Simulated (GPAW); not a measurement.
CdSe in GPAW: convergence with convergence criteria

CdSe:

```
Cd Se
1.0
     0.00000    2.87396    2.87396
     2.87396    0.00000    2.87396
     2.87396    2.87396    0.00000
Cd Se
1 1
Direct
  0.00000 0.00000 0.00000
  0.50000 0.50000 0.50000
```

Measurements of this composition are mostly on another form, of space group No. 186.

| Item | Value |
| --- | --- |
| Program | GPAW 26.7.0 |
| Task | convergence study |
| Functional | PBE |
| Potentials or basis | GPAW PAW data sets (gpaw-data 1.2.1) |
| Cutoff | 600 eV |
| Basis | pw |
| k mesh | 8 × 8 × 8 |
| Occupations | fermi-dirac, width 0.05 eV |
| Spin | no spin polarisation |

These are the settings of the first run; the series varies convergence criteria, with any setting tied to it.

Hardware: 1 thread of Arm Neoverse V2, on a shared host.

| convergence criteria | energy less the tightest run, at zero smearing (meV/atom) | SCF cycles | CPU time (s) | peak memory (GiB) |
| --- | --- | --- | --- | --- |
| density=0.001 energy=0.01 eigenstates=0.0001 | 0.00 | 6 | 9.2 | 0.16 |
| default | 0.00 | 8 | 12 | 0.16 |
| density=1e-05 energy=1e-05 | 0.00 | 9 | 12 | 0.16 |
| density=1e-05 forces=0.0001 | 0.00 | 10 | 13 | 0.16 |
| density=1e-06 energy=1e-06 eigenstates=1e-10 | 0.00 | 10 | 14 | 0.16 |

Against the tightest run, the energy stays within 1 meV/atom from density=0.001 energy=0.01 eigenstates=0.0001 on. The tightest run that finished is the yardstick and may itself not be fully converged.
